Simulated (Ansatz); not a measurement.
## Pt: relaxation of cell and atoms with PBEsol

Crystal: Pt.

```
Pt
1.0
     2.76067    0.00000    0.00000
    -1.38033    2.39081    0.00000
     0.00000    0.00000    4.79213
Pt
2
Direct
  0.33333 0.66667 0.25000
  0.66667 0.33333 0.75000
```

This isn't the form of Pt at room conditions, which is fcc.

| Item | Value |
| --- | --- |
| Program | Ansatz 0.2.0 |
| Task | relaxation of cell and atoms |
| Functional | PBEsol |
| Potentials or basis | all-electron LAPW, scalar-relativistic |
| Basis error allowed | 0.001 eV/atom |
| k mesh | 11 × 11 × 6 |
| Occupations | fermi-dirac, width 0.05 eV |
| Spin | no spin polarisation |
| Target pressure | 10 GPa |

```yaml
Relaxed_volume: 14.65 Å³/atom
Relaxed_cell: a = 2.706 Å, b = 2.706 Å, c = 4.621 Å, α = 90.00°, β = 90.00°, γ = 120.00°
Space_group_after_relaxing_to_0.05_Å: P6_3/mmc (No. 194)
Energy_change_on_relaxing_the_enthalpy_is_what_falls: -9.3 meV/atom
Ionic_steps: 7
Pressure_after_relaxing: 10.0 GPa
```

Step by step:
```
step  energy change (eV)  largest force (eV/Å)  volume (Å³)
   1              0.0000                0.0000        31.63
   2              0.1679                0.0000        27.79
   3             -0.0319                0.0000        29.56
   4             -0.0204                0.0000        29.33
   5             -0.0185                0.0000        29.30
   6             -0.0187                0.0000        29.30
   7             -0.0187                0.0000        29.30
```

Final structure:
```cif
data_structure
_symmetry_space_group_name_H-M 'P 1'
_symmetry_Int_Tables_number 1
_cell_length_a 2.7058
_cell_length_b 2.7058
_cell_length_c 4.6210
_cell_angle_alpha 90.000
_cell_angle_beta 90.000
_cell_angle_gamma 120.000
_cell_volume 29.30
loop_
_atom_site_label
_atom_site_type_symbol
_atom_site_fract_x
_atom_site_fract_y
_atom_site_fract_z
_atom_site_occupancy
Pt1 Pt 0.33333 0.66667 0.25000 1
Pt2 Pt 0.66667 0.33333 0.75000 1
```

Wall time 2.5 min on 1 thread of Intel(R) Xeon(R) Platinum 8259CL CPU @ 2.50GHz (Skylake/Cascade Lake), with other jobs on the host, peak memory 0.51 GiB.

Spin-orbit coupling is left out, which matters for the levels of Pt.
